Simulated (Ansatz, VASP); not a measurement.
**CdS in VASP and in Ansatz**

The input INCAR:

```
PREC = Accurate
ENCUT = 520
EDIFF = 1E-6
ISMEAR = 0
SIGMA = 0.1
LREAL = F
LASPH = T
NELM = 80
ALGO = Normal
ISIF = 2
LWAVE = F
LCHARG = F
GGA = PE
NBANDS = 16
```

KPOINTS

```
Automatic mesh
0
Gamma
  2 2 2
```

File POSCAR:

```
CdS
1.0
    0.0000000000      2.9429534649      2.9429534649
    2.9429534649      0.0000000000      2.9429534649
    2.9429534649      2.9429534649      0.0000000000
Cd S
1 1
Direct
    0.0000000000      0.0000000000      0.0000000000
    0.2500000000      0.2500000000      0.2500000000
```

Input for Ansatz:

```yaml
crystal:
  lattice:
    - [0.0, 2.9429534649, 2.9429534649]
    - [2.9429534649, 0.0, 2.9429534649]
    - [2.9429534649, 2.9429534649, 0.0]
  atoms:
    - { symbol: Cd, position: [0.0, 0.0, 0.0] }
    - { symbol: S, position: [0.25, 0.25, 0.25] }
basis:
  ecutwfc: 640
kpoints:
  mp_grid: { grid: [2, 2, 2] }
hamiltonian:
  xc: pbe
scf:
  occupations: { method: gaussian, width: 0.1 }
  n_extra_bands: 1
output:
  forces: true
  stress: true
  eigenvalues: true
  optics: { e_range: [0, 10], sigma: 0.2 }
```

Alike in both runs: task single point; functional PBE; k mesh 2 × 2 × 2; occupations gaussian, width 0.1 eV; no spin polarisation.

|  | VASP | Ansatz |
| --- | --- | --- |
| version | VASP 6.6.1 | Ansatz 0.2.0 |
| potentials or method | VASP PAW PBE potentials, release 64 (Cd, S) | scalar-relativistic, plane waves, PAW |
| plane-wave cutoff (eV) | 520 | 640 |
| valence electrons in the cell | 18 | 26 |

```csv
,VASP,Ansatz,Ansatz less VASP
gap on the k mesh at the Fermi level (eV),0.93,0.93,-0.001
least direct gap on the mesh (eV),0.93,0.93,-0.001
pressure (GPa),4.6,4.2,-0.39
```

With one functional, cell and mesh, what is left measures potentials, basis and numerics. The two sets of potentials don't hold the same shells in valence.

Caveats: the k mesh is coarse (spacing up to 0.92 Å⁻¹), so the values aren't converged.
